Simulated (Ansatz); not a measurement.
# FeCo3: a scan of the volume

Aim, for FeCo3: follow the energy without spin against volume.

Method: DFT PBEsol, scalar-relativistic, plane waves, PAW, in Ansatz 0.2.0.

8 further runs of the same task are left out: 7 that didn't finish, 1 set aside as unsound or not needed. Runs told in other sessions of the task aren't counted.

**1. Starting point**

Symmetry: Pm-3m, No. 221, cubic system. Conventional cell: a = 3.536 Å, b = 3.536 Å, c = 3.536 Å, α = 90.00°, β = 90.00°, γ = 90.00°. Fe (site symmetry m-3m) has 12 Co at 2.50 Å in its first shell of neighbours. Co (site symmetry 4/mmm) is surrounded by 4 Fe at 2.50 Å and 8 Co at 2.50 Å.

As a file:

```cif
data_structure
_symmetry_space_group_name_H-M 'P 1'
_symmetry_Int_Tables_number 1
_cell_length_a 3.5357
_cell_length_b 3.5357
_cell_length_c 3.5357
_cell_angle_alpha 90.000
_cell_angle_beta 90.000
_cell_angle_gamma 90.000
_cell_volume 44.20
loop_
_atom_site_label
_atom_site_type_symbol
_atom_site_fract_x
_atom_site_fract_y
_atom_site_fract_z
_atom_site_occupancy
Fe1 Fe 0.00000 0.00000 0.00000 1
Co1 Co 0.50000 0.50000 0.00000 1
Co2 Co 0.50000 0.00000 0.50000 1
Co3 Co 0.00000 0.50000 0.50000 1
```

Source of the structure: the Materials Project (structure only). It is taken as it stands there.

**2. The base run, which the others are set against**

input.yaml reads:

```yaml
crystal:
  lattice:
    - [3.53570262, 0.0, 0.0]
    - [0.0, 3.53570262, 0.0]
    - [0.0, 0.0, 3.53570262]
  atoms:
    - { symbol: Fe, position: [0.0, 0.0, 0.0], spin: 2.89 }
    - { symbol: Co, position: [0.5, 0.5, 0.0], spin: 1.87 }
    - { symbol: Co, position: [0.5, 0.0, 0.5], spin: 1.87 }
    - { symbol: Co, position: [0.0, 0.5, 0.5], spin: 1.87 }
basis:
  ecutwfc: 420
kpoints:
  mp_grid: { grid: [12, 12, 12] }
hamiltonian:
  xc: pbesol
scf:
  occupations: { method: gaussian, width: 0.1 }
output:
  forces: true
  stress: true
  eigenvalues: true
  populations: true
  write_density: true
  write_potential: true
  elf: true
  volumetric_format: npy
magnetization:
  spin_polarized: true
```

Its results, from an earlier run: -4931.9202 eV/atom at zero smearing, pressure -8.48 GPa, largest force 0.000 eV/Å, no gap on the mesh, site moments Fe +2.59, Co +1.66 (×3) μB, in 13 SCF cycles and 41 s.

**3. V/V0 = 0.8, start: no spin polarisation**

input.yaml reads:

```yaml
crystal:
  lattice:
    - [3.28225556, 0.0, 0.0]
    - [0.0, 3.28225556, 0.0]
    - [0.0, 0.0, 3.28225556]
  atoms:
    - { symbol: Fe, position: [0.0, 0.0, 0.0] }
    - { symbol: Co, position: [0.5, 0.5, 0.0] }
    - { symbol: Co, position: [0.5, 0.0, 0.5] }
    - { symbol: Co, position: [0.0, 0.5, 0.5] }
basis:
  ecutwfc: 420
kpoints:
  mp_grid: { grid: [12, 12, 12] }
hamiltonian:
  xc: pbesol
scf:
  occupations: { method: gaussian, width: 0.1 }
  lower_state_search: "off"
output:
  forces: true
  stress: true
  eigenvalues: true
```

Started as:

```
$ ansatz run input.yaml --threads 1 --pin off --max-ram 2560MiB --backend cpu --events-out ev --progress --plain --runs-dir out
```

**4. V/V0 = 0.86, start: no spin polarisation**

input.yaml: that of step 3 with these lines changed.

```diff
@@ -2,5 +2,5 @@
   lattice:
-    - [3.28225556, 0.0, 0.0]
-    - [0.0, 3.28225556, 0.0]
-    - [0.0, 0.0, 3.28225556]
+    - [3.362341963, 0.0, 0.0]
+    - [0.0, 3.362341963, 0.0]
+    - [0.0, 0.0, 3.362341963]
   atoms:
```

**5. V/V0 = 0.92, start: no spin polarisation**

input.yaml: that of step 4 with these lines changed.

```diff
@@ -2,5 +2,5 @@
   lattice:
-    - [3.362341963, 0.0, 0.0]
-    - [0.0, 3.362341963, 0.0]
-    - [0.0, 0.0, 3.362341963]
+    - [3.438784861, 0.0, 0.0]
+    - [0.0, 3.438784861, 0.0]
+    - [0.0, 0.0, 3.438784861]
   atoms:
```

**6. V/V0 = 0.96, start: no spin polarisation**

input.yaml: that of step 5 with these lines changed.

```diff
@@ -2,5 +2,5 @@
   lattice:
-    - [3.438784861, 0.0, 0.0]
-    - [0.0, 3.438784861, 0.0]
-    - [0.0, 0.0, 3.438784861]
+    - [3.4879169971, 0.0, 0.0]
+    - [0.0, 3.4879169971, 0.0]
+    - [0.0, 0.0, 3.4879169971]
   atoms:
```

**7. V/V0 = 1.04, start: no spin polarisation**

input.yaml: that of step 6 with these lines changed.

```diff
@@ -2,5 +2,5 @@
   lattice:
-    - [3.4879169971, 0.0, 0.0]
-    - [0.0, 3.4879169971, 0.0]
-    - [0.0, 0.0, 3.4879169971]
+    - [3.5822303586, 0.0, 0.0]
+    - [0.0, 3.5822303586, 0.0]
+    - [0.0, 0.0, 3.5822303586]
   atoms:
```

**8. V/V0 = 1.1, start: no spin polarisation**

input.yaml: that of step 7 with these lines changed.

```diff
@@ -2,5 +2,5 @@
   lattice:
-    - [3.5822303586, 0.0, 0.0]
-    - [0.0, 3.5822303586, 0.0]
-    - [0.0, 0.0, 3.5822303586]
+    - [3.6498355088, 0.0, 0.0]
+    - [0.0, 3.6498355088, 0.0]
+    - [0.0, 0.0, 3.6498355088]
   atoms:
```

**9. V/V0 = 1.18, start: no spin polarisation**

input.yaml: that of step 8 with these lines changed.

```diff
@@ -2,5 +2,5 @@
   lattice:
-    - [3.6498355088, 0.0, 0.0]
-    - [0.0, 3.6498355088, 0.0]
-    - [0.0, 0.0, 3.6498355088]
+    - [3.7362540555, 0.0, 0.0]
+    - [0.0, 3.7362540555, 0.0]
+    - [0.0, 0.0, 3.7362540555]
   atoms:
```

(Steps that only read results are left out.)

Q: Predict the outcome of the series: the values and the trend.

The runs gave:

```
                                  quantity        value
lowest point, start “no spin polarisation”  V/V0 = 0.92
```

What this shows: For the start “no spin polarisation” the lowest point lies at V/V0 = 0.92. The pressure passes through zero near V/V0 = 0.896, about 9.90 Å³/atom. The base cell is magnetic, so this curve without spin is not the ground state's. The listed cell is far from this method's equilibrium (-8.5 GPa, forces up to 0.00 eV/Å), so its values are not those of the relaxed crystal. The final runs have no spin polarisation, so a magnetic state may lie lower.
